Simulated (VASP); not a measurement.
## A VASP 6.6.1 single-point calculation on Si

INCAR

```
IBRION = -1
EDIFF = 0.0001
PREC = Single
NBANDS = 11
NSW = 0
ISMEAR = -1
LREAL = .FALSE.
ENCUT = 520
LWAVE = .FALSE.
ISIF = 2
LCHARG = .FALSE.
GGA = PE
NELM = 120
SIGMA = 0.02
LASPH = .TRUE.
```

KPOINTS

```
KPOINTS created by Atomic Simulation Environment
0
Gamma
5 5 5
0 0 0
```

POSCAR

```
Si
 1.0000000000000000
    -0.0907372965000000    2.6313815992000000    2.6313815992000000
     2.6313815992000000   -0.0907372965000000    2.6313815992000000
     2.6313815992000000    2.6313815992000000   -0.0907372965000000
 Si
   2
Cartesian
 -0.0136329452143462 -0.0136329452143462 -0.0136329452143462
  1.3066394206893464  1.3066394206893464  1.3066394206893464
```

The recommended PBE PAW datasets give the neutral cell 8 valence electrons.

Command

```
mpirun -np 1 vasp_std
```

OSZICAR

```
N       E                     dE             d eps       ncg     rms          rms(c)
DAV:   1     0.570230533608E+01    0.57023E+01   -0.31325E+03   418   0.559E+02
DAV:   2    -0.104437209864E+02   -0.16146E+02   -0.15632E+02   548   0.838E+01
DAV:   3    -0.109226094861E+02   -0.47889E+00   -0.47766E+00   514   0.122E+01
DAV:   4    -0.109262436788E+02   -0.36342E-02   -0.36337E-02   497   0.141E+00
DAV:   5    -0.109262795090E+02   -0.35830E-04   -0.35830E-04   534   0.127E-01    0.520E+00
DAV:   6    -0.107674183941E+02    0.15886E+00   -0.98220E-02   460   0.131E+00    0.318E+00
DAV:   7    -0.106993940896E+02    0.68024E-01   -0.17848E-01   469   0.187E+00    0.269E-01
DAV:   8    -0.107007076558E+02   -0.13136E-02   -0.12279E-02   460   0.598E-01    0.144E-01
DAV:   9    -0.107004464923E+02    0.26116E-03   -0.64758E-04   504   0.141E-01    0.835E-02
DAV:  10    -0.107005441961E+02   -0.97704E-04   -0.26931E-04   454   0.891E-02
   1 F= -.10700544E+02 E0= -.10700254E+02  d E =-.581081E-03
```

Standard output (part)

```
POSCAR found type information on POSCAR Si
 POSCAR found :  1 types and       2 ions
 LDA part: xc-table for (Slater+PW92), standard interpolation
 POSCAR, INCAR and KPOINTS ok, starting setup
 WAVECAR not read
 entering main loop
```

From OUTCAR

```
k-points           NKPTS =     19   k-points in BZ     NKDIM =     19   number of bands    NBANDS=     11

   NELECT =       8.0000    total number of electrons

   dimension x,y,z NGX =    28 NGY =   28 NGZ =   28
   dimension x,y,z NGXF=    28 NGYF=   28 NGZF=   28

  energy-cutoff  :      520.00
  volume of cell :       38.32
      direct lattice vectors                 reciprocal lattice vectors
    -0.090737296  2.631381599  2.631381599    -0.180457977  0.186902905  0.186902905
     2.631381599 -0.090737296  2.631381599     0.186902905 -0.180457977  0.186902905
     2.631381599  2.631381599 -0.090737296     0.186902905  0.186902905 -0.180457977

 k-points in reciprocal lattice and weights: KPOINTS created by Atomic Simulation Env
   0.00000000  0.00000000  0.00000000       0.008
   0.20000000  0.00000000 -0.00000000       0.048
   0.40000000  0.00000000  0.00000000       0.048
   0.20000000  0.20000000  0.00000000       0.048
   0.40000000  0.20000000  0.00000000       0.096
  -0.40000000  0.20000000 -0.00000000       0.096
  -0.20000000  0.20000000  0.00000000       0.048
   0.40000000  0.40000000 -0.00000000       0.048
   ...

 E-fermi :   6.6530

 k-point     1 :       0.0000    0.0000    0.0000
  band No.  band energies     occupation
      1      -5.9704      2.00000
      2       6.1360      2.00000
      3       6.1360      2.00000
      4       6.6364      1.39263
      5       8.6922      0.00000
      6       8.6922      0.00000
      7       8.9623      0.00000
      8      10.5032      0.00000
      9      14.0516      0.00000
     10      14.0516      0.00000
     11      14.4590      0.00000

 k-point     2 :       0.2000    0.0000   -0.0000
  band No.  band energies     occupation
      1      -5.4463      2.00000
      2       3.1033      2.00000
      3       5.6081      2.00000
      4       5.9528      2.00000
      5       8.7648      0.00000
      6       9.5213      0.00000
      7       9.9417      0.00000
      8      12.6479      0.00000
      9      13.2191      0.00000
     10      13.6668      0.00000
     11      15.6334      0.00000

 k-point     3 :       0.4000    0.0000    0.0000
  band No.  band energies     occupation
      1      -4.0646      2.00000
      2      -0.2140      2.00000
      3       5.1166      2.00000
      4       5.3730      2.00000
      5       8.2299      0.00000
      6       9.6317      0.00000
      7       9.9528      0.00000
      8      14.2725      0.00000
      9      14.9567      0.00000
     10      15.5028      0.00000
     11      17.0364      0.00000

 k-point     4 :       0.2000    0.2000    0.0000
  band No.  band energies     occupation
      1      -5.2468      2.00000
      2       3.6875      2.00000
      3       4.5336      2.00000
      4       4.9735      2.00000
      5       7.7328      0.00000
      6      10.2274      0.00000
      7      11.2087      0.00000
      8      11.3395      0.00000
      9      13.8281      0.00000
     10      14.8441      0.00000
     11      17.0021      0.00000

 k-point     5 :       0.4000    0.2000    0.0000
  band No.  band energies     occupation
      1      -4.0745      2.00000
      2       0.7928      2.00000
      3       3.5929      2.00000
      4       4.4444      2.00000
      5       8.1997      0.00000
      6      10.0970      0.00000
      7      11.3375      0.00000
      8      11.9426      0.00000
      9      16.2629      0.00000
     10      17.1190      0.00000
     11      17.8087      0.00000

 ...

  Total        1.6099046      1.6099046      1.6099046      0.6395613      0.6395613      0.6395613
  in kB       67.3032206     67.3032206     67.3032206     26.7373209     26.7373209     26.7373209
  external PRESSURE =      67.3032206 kB  Pullay stress =       0.0000000 kB

 POSITION                                       TOTAL-FORCE (eV/Angst)
 -----------------------------------------------------------------------------------
      5.15839      5.15839      5.15839        -0.030331     -0.030331     -0.030331
      1.30664      1.30664      1.30664         0.030331      0.030331      0.030331
 -----------------------------------------------------------------------------------
    total drift:                                0.000000      0.000000      0.000000

  FREE ENERGIE OF THE ION-ELECTRON SYSTEM (eV)
  ---------------------------------------------------
  free  energy   TOTEN  =       -10.7005441961 eV

  energy  without entropy=      -10.6999631147  energy(sigma->0) =      -10.70025366
```

It converged. Results: gap between bands v and c on the k mesh 0.08 eV; least direct gap on the k mesh 2.06 eV; pressure 6.7 GPa; largest force 0.05 eV/Å. Band v is the last that the valence electrons fill when counted band by band, and c is the next.

These settings aren't sound, so the numbers aren't properties of the crystal.

On sound settings PBE gives a gap of 0.02 eV on its mesh and a pressure of 6.5 GPa for the intended cell.

The run took about 6.5 s on one core of a shared host (Intel Xeon Platinum 8488C) and held 0.11 GiB at most.
